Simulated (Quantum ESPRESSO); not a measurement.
Write an ASE script for Quantum ESPRESSO 7.5 that does the following.

| Quantity | Value |
| --- | --- |
| Task | single point |
| Functional | vdW-DF-cx |
| Potentials or basis | SSSP 1.3 efficiency PBE |
| Cutoff | 816 eV |
| Density cutoff | 5987 eV |
| k mesh | 8 × 8 × 8 |
| Occupations | methfessel-paxton, width 0.2 eV |
| Spin | no spin polarisation |
| Mixing beta | 0.5 |
| Most SCF iterations | 120 |
| SCF threshold | 4e-10 Ry |

The structure of InPd lies in InPd.cif:

```cif
data_InPd
_cell_length_a 3.27188478
_cell_length_b 3.27188478
_cell_length_c 3.27188478
_cell_angle_alpha 90.00000000
_cell_angle_beta 90.00000000
_cell_angle_gamma 90.00000000
_space_group_name_H-M_alt 'P1'
_space_group_name_Hall 'P 1'
_space_group_IT_number 1
loop_
_space_group_symop_operation_xyz
'x,y,z'
loop_
_atom_site_label
_atom_site_type_symbol
_atom_site_symmetry_multiplicity
_atom_site_Wyckoff_symbol
_atom_site_fract_x
_atom_site_fract_y
_atom_site_fract_z
_atom_site_occupancy
In1 In 1 a 0.0030778300 0.0016571500 0.0060647600 1
Pd1 Pd 1 a 0.4969221700 0.4983428500 0.4939352400 1
```

The cell comes from a database or a generator and needn't be the stable form of this composition.

These files were run (other wordings do the same):

run.py

```python
import numpy as np
from ase.calculators.espresso import Espresso, EspressoProfile
from ase.io import read

atoms = read('InPd.cif')

input_data = {
    'control': {'calculation': 'scf', 'prefix': 'pwscf', 'outdir': './tmp', 'tprnfor': True, 'tstress': True, 'disk_io': 'nowf'},
    'system': {'ecutwfc': 60.0, 'ecutrho': 440.0, 'nbnd': 23, 'input_dft': 'vdw-df-cx', 'occupations': 'smearing', 'smearing': 'mp', 'degauss': 0.01469973},
    'electrons': {'conv_thr': 4e-10, 'electron_maxstep': 120, 'mixing_beta': 0.5},
}
pseudopotentials = {'Pd': 'Pd_ONCV_PBE-1.0.oncvpsp.upf', 'In': 'In.pbe-dn-rrkjus_psl.0.2.2.UPF'}
profile = EspressoProfile(command='pw.x', pseudo_dir='pseudo')
dft = Espresso(profile=profile, input_data=input_data, pseudopotentials=pseudopotentials, kpts=(8, 8, 8), koffset=(0, 0, 0))
atoms.calc = dft

print(f'energy {atoms.get_potential_energy():.8f} eV')
print('forces (eV/A)')
print(np.round(atoms.get_forces(), 6))
print('stress (eV/A^3, Voigt)')
print(np.round(atoms.get_stress(), 8))
print(f'Fermi level {dft.get_fermi_level():.4f} eV')
```

Potentials or basis: SSSP 1.3 efficiency PBE.

Command:

```bash
$ OMP_NUM_THREADS=1 python run.py
```

Results of the run:

The pressure is -2.4 GPa, the largest force is 0.181 eV/Å and the band gap on the k mesh is none (metal or under the smearing width).

Caveat: the potentials were made for another functional, which shifts forces and pressure.

It took 2.2 min on 1 thread of Intel(R) Xeon(R) 6975P-C (Granite Rapids), with other jobs on the host, peak memory 0.34 GiB.
